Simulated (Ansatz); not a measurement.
Level of theory: DFT PBE, scalar-relativistic, plane waves, PAW (Ansatz 0.2.0). Settings: cutoff 420 eV, Γ-centred meshes spaced at most about 0.3 Å⁻¹, and about 0.25 Å⁻¹ or finer for metals (2π included), Gaussian smearing. No spin polarisation.

These are static total energies at zero pressure.

**Question.** Order these relaxed structures of CdS₅ by energy, lowest first, with the energy over the lowest of them.
A.

```xyz
12
Lattice="4.7152 0.0000 0.0000 0.0003 4.8123 0.0000 1.7328 1.5348 16.7849" Properties=species:S:1:pos:R:3 pbc="T T T"
Cd    4.6565    0.4092    0.0294
Cd    4.0315    4.3514   16.7645
S     4.1974    1.6890   11.5052
S     2.8204    3.1596   12.2757
S     1.9576    4.0992   10.7305
S     3.3365    5.5655    9.9597
S     0.8100    5.1982    4.5057
S     2.1920    1.8284    5.2827
S     1.3337    2.7902    6.8217
S     4.6664    4.2314    6.0407
S     4.6561    2.8153    1.1512
S     4.0317    1.9451   15.6425
```

B.

```xyz
6
Lattice="-3.1592 3.1592 3.6099 3.1592 -3.1592 3.6099 3.1592 3.1592 -3.6099" Properties=species:S:1:pos:R:3 pbc="T T T"
Cd    0.0000    0.0000    0.0000
S    -0.6397    2.3482    3.6099
S     2.3482    0.6397    3.6099
S     3.7989    0.8110    0.0000
S     0.8110    2.5195    0.0000
S     0.0000    0.0000    3.6099
```

C.

```xyz
6
Lattice="8.0989 0.0000 0.0000 -4.0494 7.0139 0.0000 0.0000 0.0000 2.6455" Properties=species:S:1:pos:R:3 pbc="T T T"
Cd    0.0000    0.0000    0.0000
S     4.0494    0.0000    1.3227
S    -2.0247    3.5069    1.3227
S     2.0247    3.5069    1.3227
S     0.0000    4.6759    1.3227
S     4.0494    2.3380    1.3227
```

**Answer.** A (0 meV/atom), B (359 meV/atom), C (537 meV/atom). Forms: A P1; B I4/m; C P6/mmm. Counting S atoms around Cd (those within 1.25 times the shortest such distance or 1.15 times the sum of covalent radii, 1.27 where that leaves under three; a plus sign parts nearer from farther groups; the shortest distance is added where it exceeds 1.18 times the sum of covalent radii): A has Cd 4; B has Cd 4; C has Cd 12+12 from 4.3 Å. A holds S–S chains (shortest 2.00 Å); B holds S–S pairs (shortest 2.07 Å); C holds S–S nets (shortest 2.34 Å). Origin: A, invented, then shaken at random and relaxed again; B and C, invented.

No dispersion correction is applied, so the spacing and binding between layers, chains or molecules are poorly described (P1, I4/m), and this can change margins and order among such cells. Cells relaxed within their symmetry can be saddle points. Some structure types and database cells were kept out of the candidates from the start, so a known form may be missing.
